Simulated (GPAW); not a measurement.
Sc:

```
CELL_PARAMETERS angstrom
3.30900 0.00000 0.00000
-1.65450 2.86568 0.00000
0.00000 0.00000 5.27330
ATOMIC_POSITIONS crystal
Sc 0.66667 0.33333 0.75000
Sc 0.33333 0.66667 0.25000
```

```yaml
Program: GPAW 26.7.0
Task: relaxation of cell and atoms
Functional: r2SCAN
Potentials_or_basis: GPAW PAW data sets (gpaw-data 1.2.1)
Cutoff: 600 eV
Basis: pw
k_mesh: 7 × 7 × 4
Occupations: fermi-dirac, width 0.05 eV
Spin: no spin polarisation
```

At the start: pressure -0.1 GPa; volume 25.00 Å³/atom.

Problem. How do energy, volume and symmetry change on relaxing?

Solution. Over 5 steps the energy falls by 4.3 meV/atom and the volume is 24.89 Å³/atom (-0.4 %); space group P6_3/mmc (No. 194, to 0.05 Å).

Step by step:
| step | energy change (eV) | largest force (eV/Å) | pressure (GPa) | volume (Å³) |
| --- | --- | --- | --- | --- |
| 1 | 0.0000 | 0.0000 | -0.10 | 50.00 |
| 2 | -0.0011 | 0.0000 | -0.10 | 49.99 |
| 3 | -0.0059 | 0.0001 | 0.09 | 49.65 |
| 4 | -0.0086 | 0.0000 | -0.03 | 49.80 |
| 5 | -0.0087 | 0.0001 | -0.02 | 49.78 |

Final structure:
```cif
data_structure
_symmetry_space_group_name_H-M 'P 1'
_symmetry_Int_Tables_number 1
_cell_length_a 3.3356
_cell_length_b 3.3356
_cell_length_c 5.1667
_cell_angle_alpha 90.000
_cell_angle_beta 90.000
_cell_angle_gamma 120.000
_cell_volume 49.78
loop_
_atom_site_label
_atom_site_type_symbol
_atom_site_fract_x
_atom_site_fract_y
_atom_site_fract_z
_atom_site_occupancy
Sc1 Sc 0.66667 0.33333 0.75000 1
Sc2 Sc 0.33333 0.66667 0.25000 1
```

Caveat: later steps reuse the first step's grids; the PAW data sets were made with another functional, which shifts forces and pressure a little.
